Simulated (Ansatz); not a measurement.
Input and steps of a relaxation of cell and atoms on HfS2, CdI2 type (Ansatz, r2SCAN+rVV10). It starts from the PBE-D3(BJ) minimum.

```yaml
crystal:
  lattice:
    - [3.6103985487, 0.0, 0.0]
    - [-1.8051992744, 3.126696861, 0.0]
    - [0.0, 0.0, 5.7665980553]
  atoms:
    - { symbol: Hf, position: [0.0, 0.0, 0.0] }
    - { symbol: S, position: [0.3333333333, 0.6666666667, 0.2520411725] }
    - { symbol: S, position: [0.6666666667, 0.3333333333, 0.7479588275] }
kpoints:
  mp_grid: { grid: [12, 12, 4] }
hamiltonian:
  xc: r2scan
  dispersion: rvv10
scf:
  occupations: { method: fermi_dirac, width: 0.02 }
relax:
  f_tol: 0.005
  cell: {}
output:
  write_density: true
  write_potential: true
  elf: true
  volumetric_format: npy
```

The trajectory has 6 recorded frames, each with fractional positions and then forces in eV/Å along x, y and z. The last, and any step after a large change of cell, is solved on a basis re-selected at its cell; pressure is positive in compression.

Step 1: energy 0.0 meV/atom from step 1, largest force component 0.147 eV/Å, pressure +0.49 GPa; a = 3.610 Å, b = 3.610 Å, c = 5.767 Å, α = 90.00°, β = 90.00°, γ = 120.00°
```
Hf 0.0000 0.0000 0.0000     0.000   0.000   0.000
S  0.3333 0.6667 0.2520     0.000   0.000  -0.147
S  0.6667 0.3333 0.7480     0.000   0.000   0.147
```

Step 2 (rejected): energy +6.8 meV/atom from step 1, largest force component 0.429 eV/Å, pressure +0.29 GPa; a = 3.677 Å, b = 3.677 Å, c = 5.921 Å, α = 90.00°, β = 90.00°, γ = 120.00°
```
Hf 0.0000 0.0000 0.0000     0.000   0.000   0.000
S  0.3333 0.6667 0.2339     0.000   0.000   0.429
S  0.6667 0.3333 0.7661     0.000   0.000  -0.429
```

Q: Estimate where the relaxation ends.

A:
Step 3: energy -2.5 meV/atom from step 1, largest force component 0.010 eV/Å, pressure +0.12 GPa; a = 3.631 Å, b = 3.631 Å, c = 5.842 Å, α = 90.00°, β = 90.00°, γ = 120.00°
```
Hf 0.0000 0.0000 0.0000     0.000   0.000   0.000
S  0.3333 0.6667 0.2458     0.000   0.000   0.010
S  0.6667 0.3333 0.7542     0.000   0.000  -0.010
```

Step 4: energy -2.6 meV/atom from step 1, largest force component 0.006 eV/Å, pressure +0.04 GPa; a = 3.631 Å, b = 3.631 Å, c = 5.867 Å, α = 90.00°, β = 90.00°, γ = 120.00°
```
Hf 0.0000 0.0000 0.0000     0.000   0.000   0.000
S  0.3333 0.6667 0.2449     0.000   0.000   0.006
S  0.6667 0.3333 0.7551     0.000   0.000  -0.006
```

Step 5: energy -2.6 meV/atom from step 1, largest force component 0.000 eV/Å, pressure 0.00 GPa; a = 3.630 Å, b = 3.630 Å, c = 5.878 Å, α = 90.00°, β = 90.00°, γ = 120.00°
```
Hf 0.0000 0.0000 0.0000     0.000   0.000   0.000
S  0.3333 0.6667 0.2446     0.000   0.000   0.000
S  0.6667 0.3333 0.7554     0.000   0.000   0.000
```

Step 6: energy -2.6 meV/atom from step 1, largest force component 0.000 eV/Å, pressure 0.00 GPa; a = 3.630 Å, b = 3.630 Å, c = 5.878 Å, α = 90.00°, β = 90.00°, γ = 120.00°
```
Hf 0.0000 0.0000 0.0000     0.000   0.000   0.000
S  0.3333 0.6667 0.2446     0.000   0.000   0.000
S  0.6667 0.3333 0.7554     0.000   0.000   0.000
```

In 5 steps the volume changed by +3.1 %; between the first SCF and the last, each on a basis chosen for its cell, the energy fell by 2.6 meV an atom. At the end: the symmetry is P-3m1 (No. 164, trigonal); a = 3.630 Å, c = 5.878 Å in the conventional setting, 22.36 Å³ an atom. Around Hf lie 6 S at 2.54 Å; around S lie 3 Hf at 2.54 Å.

Command: `ansatz run input.yaml --threads 4 --pin off --max-ram 7372MiB --backend cpu --events-out ev --progress --plain --runs-dir out`. Wall time 20 s on 4 threads of Intel(R) Xeon(R) Platinum 8488C (Sapphire Rapids), with other jobs on the host, load about 0.7 per core; peak host memory 0.72 GiB.

No spin polarisation and no zero-point or thermal motion.
